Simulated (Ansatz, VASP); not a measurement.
One calculation of SnO, two programs

File INCAR:

```
PREC     = Accurate       # precision mode
ENCUT    = 520            # plane-wave cutoff, eV
EDIFF    = 1E-6           # SCF threshold, eV
ISMEAR   = 0              # smearing method
SIGMA    = 0.1            # smearing width, eV
LREAL    = F              # projectors in reciprocal space
LASPH    = T              # aspherical terms in the spheres
NELM     = 100            # most SCF steps
ALGO     = Normal         # electronic algorithm
ISIF     = 2              # what is computed and relaxed
LWAVE    = F              # write WAVECAR
LCHARG   = T              # write CHGCAR
GGA      = PE             # functional
IVDW     = 12             # dispersion correction
LELF     = T              # ELF
LVHAR    = T            
NBANDS   = 28             # bands
```

The input KPOINTS:

```
Automatic mesh
0
Gamma
  6 6 4
```

File POSCAR:

```
SnO
1.0
    3.8020000000      0.0000000000      0.0000000000
    0.0000000000      3.8020000000      0.0000000000
    0.0000000000      0.0000000000      4.8360000000
Sn O
2 2
Direct
    0.0000000000      0.5000000000      0.2385000000
    0.5000000000      0.0000000000      0.7615000000
    0.0000000000      0.0000000000      0.0000000000
    0.5000000000      0.5000000000      0.0000000000
```

Input for Ansatz:

```yaml
crystal:
  lattice:
    - [3.802, 0.0, 0.0]
    - [0.0, 3.802, 0.0]
    - [0.0, 0.0, 4.836]
  atoms:
    - { symbol: Sn, position: [0.0, 0.5, 0.2385] }
    - { symbol: Sn, position: [0.5, 0.0, 0.7615] }
    - { symbol: O, position: [0.0, 0.0, 0.0] }
    - { symbol: O, position: [0.5, 0.5, 0.0] }
basis:
  ecutwfc: 420
kpoints:
  mp_grid: { grid: [6, 6, 4] }
hamiltonian:
  xc: pbe
  pseudopotentials: { kind: paw, azcp: { folder: soft_1 } }
  dispersion: d3bj
scf:
  occupations: { method: gaussian, width: 0.1 }
output:
  forces: true
  stress: true
  eigenvalues: true
```

Alike in both runs: task single point; functional PBE; dispersion D3(BJ); k mesh 6 × 6 × 4; occupations gaussian, width 0.1 eV; no spin polarisation.

|  | VASP | Ansatz |
| --- | --- | --- |
| version | VASP 6.6.1 | Ansatz 0.2.0 |
| potentials or method | VASP PAW PBE potentials, release 64 (Sn_d, O) | scalar-relativistic, plane waves, PAW |
| plane-wave cutoff (eV) | 520 | 420 |
| valence electrons in the cell | 40 | 40 |

```csv
,VASP,Ansatz,Ansatz less VASP
pressure (GPa),2.2,1.9,-0.30
largest component of the traceless stress (GPa),0.72,0.72,0.000
rms of the force components (eV/Å),0.192,0.153,-0.0387
```

Atom by atom the forces differ by 0.039 eV/Å (rms over components).

Caveats: spin-orbit coupling is left out, which moves the levels of the heavy elements.
